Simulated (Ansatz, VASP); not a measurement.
**One calculation of S, two programs**

```
S
1.0
     4.03066    0.00000    0.00000
    -2.01533    3.49066    0.00000
     0.00000    0.00000    9.88981
S
4
Cartesian
  0.0000 0.0000 2.4725
  0.0000 0.0000 7.4174
  0.0000 2.3271 7.4174
  2.0153 1.1636 2.4725
```

Alike in both runs: functional PBE; k mesh 6 × 6 × 2; occupations gaussian, width 0.1 eV; no spin polarisation.

Ansatz relaxed the structure, and its values are those at the end. VASP's run is a single point on that final structure, the one shown.

|  | VASP | Ansatz |
| --- | --- | --- |
| version | VASP 6.6.1 | Ansatz 0.2.0 |
| potentials or method | VASP PAW PBE potentials, release 64 (S) | scalar-relativistic, plane waves, PAW |
| plane-wave cutoff (eV) | 520 | 420 |
| valence electrons in the cell | 24 | 24 |

```csv
,VASP,Ansatz,Ansatz less VASP
gap on the k mesh at the Fermi level (eV),none,none,-
pressure (GPa),-0.3,-0.3,+0.09
```

A gap of «none» marks a metal or a gap that the smearing closes. With one functional, cell and mesh, what is left measures potentials, basis and numerics.

Caveats: this functional lacks dispersion, which binds the layers, so the pressure and a relaxed spacing across them are unreliable.
